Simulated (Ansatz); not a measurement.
A plane-wave DFT run in Ansatz 0.2.0 (scalar-relativistic PAW potentials unless the input names others): input and command.

```yaml
crystal:
  lattice:
    - [2.9726300281, -2.01e-08, 0.0003453449]
    - [-2.01e-08, 2.9726300281, 0.0003453449]
    - [1.4865816883, 1.4865816883, 2.2340547804]
  atoms:
    - { symbol: Ta, position: [0.0, 0.0, 0.0] }
    - { symbol: "N", position: [0.5, 0.5, 0.0] }
basis:
  ecutwfc: 420
kpoints:
  mp_grid: { grid: [12, 12, 15] }
hamiltonian:
  xc: pbesol
scf:
  occupations: { method: gaussian, width: 0.1 }
  max_iter: [1, 2]
output:
  forces: true
  eigenvalues: true
  stress: true
```

```bash
ansatz run input.yaml --threads 2 --pin off --max-ram 5120MiB --backend cpu --events-out ev --progress --plain --runs-dir out
```

**Question.** Will this input run?

**Answer.** The program refuses it, because of a value of the wrong type (scf.max_iter: not typed → [1, 2]). Without that key it is accepted.

Abridged log:
```
Error: YAML parse error: error: line 17 column 13: expected string scalar
  --> <input>:17:13
   |
15 | scf:
16 |   occupations: { method: gaussian, width: 0.1 }
17 |   max_iter: [1, 2]
   |             ^ expected string scalar
18 | output:
19 |   forces: true
   |
```